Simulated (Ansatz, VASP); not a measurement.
One calculation of C, two programs

```
CELL_PARAMETERS angstrom
2.50526 0.00000 0.00000
-1.25263 2.16962 0.00000
0.00000 0.00000 8.26438
ATOMIC_POSITIONS crystal
C 0.00000 0.00000 0.09295
C 0.00000 0.00000 0.59295
C 0.00000 0.00000 0.40705
C 0.00000 0.00000 0.90705
C 0.33333 0.66667 0.15554
C 0.66667 0.33333 0.65554
C 0.33333 0.66667 0.34446
C 0.66667 0.33333 0.84446
```

Alike in both runs: functional PBEsol; k mesh 12 × 12 × 4; occupations gaussian, width 0.02 eV; no spin polarisation.

Ansatz relaxed the structure, and its values are those at the end. VASP's run is a single point on that final structure, the one shown.

|  | VASP | Ansatz |
| --- | --- | --- |
| version | VASP 6.6.1 | Ansatz 0.2.0 |
| potentials or method | VASP PAW PBE potentials, release 64 (C) | scalar-relativistic, plane waves, PAW |
| plane-wave cutoff (eV) | 520 | 420 |
| valence electrons in the cell | 32 | 32 |

```csv
,VASP,Ansatz,Ansatz less VASP
gap on the k mesh at the Fermi level (eV),4.43,4.44,+0.008
least direct gap on the mesh (eV),5.27,5.27,+0.003
pressure (GPa),1.1,0.0,-1.15
```

Ansatz warned: «pseudo_functional_mismatch».

Caveats: the PAW data sets were made with another functional, which shifts forces and pressure a little (VASP).
